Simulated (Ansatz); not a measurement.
Si started in the widest void in diamond Si, 65 atoms, charge +2

All numbers come from Ansatz (PAW, plane waves, no spin–orbit coupling) at the single k point (¼, ¼, ¼) without its symmetry partners. The atoms were relaxed with PBEsol in a fixed cell; other functionals are single points on those atoms unless said otherwise. The valence top and gap of the host come from its small cell on a dense mesh, with the band extrema sought between the mesh points, lined up by the mean potential, PBEsol gap 0.46 eV, r²SCAN gap 0.76 eV. The charge correction uses an assumed dielectric constant of 11.7.

Cell: a = 10.866 Å, b = 10.866 Å, c = 10.866 Å, α = 90.00°, β = 90.00°, γ = 90.00°.

Nearest atoms after relaxation, from the placed atom (for vacancies from the middle of the vacant sites): Si at 2.45 Å, Si at 2.45 Å, Si at 2.46 Å, Si at 2.49 Å, Si at 2.75 Å, Si at 2.75 Å, Si at 2.75 Å, Si at 2.76 Å.

Chemical potentials μ are those of reference phases of the elements at zero temperature by the same functional (the usual solids, diamond for C, grey Sn, and the molecules H2, N2, O2, F2, Cl2, Br2 and S8).

```
functional  E(defect) − E(host) − Σ nμ + q·E_VBM (eV)  monopole (eV)  alignment (eV)  formation energy at E_F = VBM (eV)  moment (μB)                         wall time, shared host
    PBEsol                                       1.80           0.64            0.09                                2.53  0 (no spin)  38 s on 7 threads of Neoverse-V2 (relaxation)
    r²SCAN                                       2.42           0.64            0.10                                3.16  0 (no spin)               34 s on 7 threads of Neoverse-V2
```

**Question.** How does the monopole term follow by hand for this cubic cell?

**Answer.** q²·α·e²/(4πε₀)/(2εL) with the Madelung constant α = 2.837 and e²/4πε₀ = 14.40 eV·Å: 4 × 2.837 × 14.40 / (2 × 11.7 × 10.866) = 0.64 eV.

r²SCAN one-electron levels near the gap (the ten most localised at most), from the host's valence top, not corrected for the charge's images:

```csv
level (eV),spin,filling,atoms sharing it,element of the atom with most weight
-0.26,both,2.00,63.9,spread
-0.26,both,2.00,63.9,spread
1.05,both,0.00,23.8,spread
1.06,both,0.00,50.1,spread
1.06,both,0.00,51.1,spread
```

One k point and a cell of this size can leave errors of several tenths of an eV in such numbers.
